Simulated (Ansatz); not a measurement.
## Elastic constants of BP (F-43m), step by step

```yaml
crystal:
  lattice:
    - [0.00000, 2.26007, 2.26007]
    - [2.26007, 0.00000, 2.26007]
    - [2.26007, 2.26007, 0.00000]
  atoms:
    - { symbol: B, position: [0.00000, 0.00000, 0.00000] }
    - { symbol: P, position: [0.75000, 0.75000, 0.75000] }
```

The conventional cell has a = 4.520 Å, b = 4.520 Å, c = 4.520 Å, α = 90.00°, β = 90.00°, γ = 90.00°. B (atom 1) is surrounded by 4 P at 1.96 Å. P (atom 2) has 4 B at 1.96 Å as nearest neighbours.

Level of theory, where no other is named: PBEsol, all-electron LAPW in Ansatz 0.2.0, scalar-relativistic. k mesh 10×10×10, fixed occupations, basis error target 0.5 meV/atom. The cell was relaxed by PAW under this functional.

The cell is cubic and carries a residual pressure of -0.06 GPa at this level. Each strain component that symmetry leaves independent is applied at ±0.005, the ions relax wherever a strain frees them, and the stress (tension positive, GPa) is read. Shears are engineering strains, γ = 2ε.

| strain | size | σxx | σyy | σzz | σyz | σxz | σxy |
| --- | --- | --- | --- | --- | --- | --- | --- |
| xx | -0.005 | -1.6837 | -0.3550 | -0.3550 | 0.0000 | 0.0000 | 0.0000 |
| xx | +0.005 | 1.7812 | 0.4510 | 0.4510 | 0.0000 | 0.0000 | 0.0000 |
| yz | -0.005 | 0.0585 | 0.0532 | 0.0532 | -0.9388 | 0.0000 | 0.0000 |
| yz | +0.005 | 0.0585 | 0.0532 | 0.0532 | 0.9388 | 0.0000 | 0.0000 |

A central difference gives one constant, for example C11 ≈ (1.7812 − (-1.6837))/(0.01) = 346.5 GPa; the program then imposes the crystal's symmetry on the whole matrix.

Problem. What are the independent elastic constants?

Solution. C11 = 346.5, C12 = 80.6, C44 = 187.8 GPa.

Problem. Do they meet the Born conditions?

Solution. C11 − C12 = 265.9, C11 + 2C12 = 507.7 and C44 = 187.8 GPa must all be positive, so the crystal is elastically stable; that says nothing yet of its phonons.

Problem. What moduli does a random aggregate of grains have?

Solution. B = (C11 + 2C12)/3 = 169.2 GPa. G_V = (C11 − C12 + 3C44)/5 = 165.8 and G_R = 5(C11 − C12)C44/(4C44 + 3(C11 − C12)) = 161.2, so G_H = 163.5 GPa. Then E = 9BG/(3B + G) = 371.0 GPa, ν = (3B − 2G)/(6B + 2G) = 0.135 and B/G = 1.04, on the brittle side of Pugh's 1.75 (a rule of thumb, made for metals; it doesn't predict ductility here).

Problem. With the density of 3.005 g/cm³, how fast does sound travel, and what Debye temperature follows?

Solution. 

```tsv
direction	slow (m/s)	middle (m/s)	fast (m/s)
[100]	7904	7904	10738
[110]	6651	7904	11556
[111]	7094	7094	11816
```

The mean of v⁻³ over directions and branches gives v_m = 8066 m/s and θ_D = (ħ/k_B) v_m (6π²n)^(1/3) = 1063 K, n being atoms per volume. Young's modulus spans 316 to 411 GPa over directions, and the universal anisotropy index is 0.14.

Problem. How far do the constants move if PAW replaces LAPW in the same cell?

Solution. 

```csv
constant,LAPW (GPa),PAW (GPa),difference
C11,346.5,346.3,-0.2
C12,80.6,81.0,0.4
C44,187.8,187.6,-0.2
```

Problem. What happens at 30 GPa (cell relaxed there)?

Solution. The volume falls to 0.8719 of its value, and C11 = 467.4, C12 = 176.5, C44 = 231.3 GPa (slopes of the stress), in this structure whether or not another phase takes over.

Keep in mind: constants at zero field, no piezoelectric stiffening; the frozen-core PAW files of the compared runs were fitted under PBE, their cores solved anew for this functional.
